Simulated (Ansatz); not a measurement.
Write the native input for Ansatz 0.2.0 that does the following.

```yaml
Task: band structure
Functional: PBE
Potentials_or_basis: all-electron LAPW, relativistic spinors
Cutoff: 284 eV (chosen from the basis error)
Basis_error_allowed: 0.001 eV/atom
k_mesh: 7 × 7 × 7
Occupations: fermi-dirac, width 0.05 eV
Spin: spin-orbit coupling, no magnetisation
```

ZrN:

```
CELL_PARAMETERS angstrom
0.00000 2.30000 2.30000
2.30000 0.00000 2.30000
2.30000 2.30000 0.00000
ATOMIC_POSITIONS crystal
Zr 0.50000 0.50000 0.50000
N 0.00000 0.00000 0.00000
```

These files were run (other wordings do the same):

input.yaml

```yaml
crystal:
  lattice:
    - [0.0, 2.3, 2.3]
    - [2.3, 0.0, 2.3]
    - [2.3, 2.3, 0.0]
  atoms:
    - { symbol: Zr, position: [0.5, 0.5, 0.5] }
    - { symbol: "N", position: [0.0, 0.0, 0.0] }
kpoints:
  mp_grid: { grid: [7, 7, 7] }
  band_path:
    path:
      - [0.0, 0.0, 0.0]
      - [0.5, 0.0, 0.5]
      - [0.5, 0.25, 0.75]
      - [0.375, 0.375, 0.75]
      - [0.0, 0.0, 0.0]
      - [0.5, 0.5, 0.5]
      - [0.625, 0.25, 0.625]
      - [0.5, 0.25, 0.75]
    npoints: 10
scf:
  occupations: { method: fermi_dirac, width: 0.05 }
hamiltonian:
  xc: pbe
  pseudopotentials: { kind: all_electron, lapw: { basis_error: 0.001 } }
magnetization:
  noncollinear: true
  spin_orbit: true
output:
  forces: true
  stress: true
  eigenvalues: true
```

Potentials or basis: all-electron LAPW, relativistic spinors.

Run with:

```console
$ ansatz run input.yaml --threads 1 --pin off --max-ram 3072MiB --backend cpu --events-out ev --progress --plain --runs-dir out
```

Results of the run:

```yaml
Pressure: -0.6 GPa
Band_gap_along_the_path: none (metal or under the smearing width)
```

Caveat: the k mesh is thin for a metal, which can move the energy by tens of meV per atom.

Run time: 55 s on 1 thread of Arm Neoverse V2, with other jobs on the host, peak memory 0.36 GiB.
